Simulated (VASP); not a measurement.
# BAs: band gap by level of theory

```xyz
2
Lattice="0.0000 2.3885 2.3885 2.3885 0.0000 2.3885 2.3885 2.3885 0.0000" Properties=species:S:1:pos:R:3 pbc="T T T"
B     0.0000    0.0000    0.0000
As    1.1943    1.1943    1.1943
```

| rung | level | program and potentials | cutoff (eV) | k mesh | task | band gap (eV) | notes |
| --- | --- | --- | --- | --- | --- | --- | --- |
| LDA | LDA | VASP, LDA PAW files As, B, 520 eV | 520 | 10 × 10 × 10 | band structure | 1.12 | - |
| GGA | PBE | VASP, PBE PAW files As, B, 520 eV | 520 | 16 × 16 × 16 | dielectric tensor | 1.27 | - |
| GGA | PBE | VASP, PBE PAW files As, B, 520 eV | 520 | 10 × 10 × 10 | band structure | (a) | - |
| meta-GGA | r2SCAN | VASP, PBE PAW files As, B, 520 eV | 520 | 10 × 10 × 10 | band structure | 1.37 | potentials made for PBE |
| model potential | TB-mBJ | VASP, PBE PAW files As, B, 520 eV | 520 | 10 × 10 × 10 | band structure | 1.75 | potentials made for PBE |

All rows: no spin polarisation. Gaps are the least found on the k mesh or the band path, and a mesh can miss the band edges. The cell comes from a database and isn't always the measured one. Meshes differ between rows, which moves values too. All levels ran on this one cell, unrelaxed unless noted. Meshes are those of the run's cell of 2 atoms unless a note names another. Runs on faulty files, with rough fits or with known faults for this quantity aren't shown. No row holds spin-orbit coupling.

Problem. Estimate the value left out from the other rows.

Solution. (a) 1.18 eV.
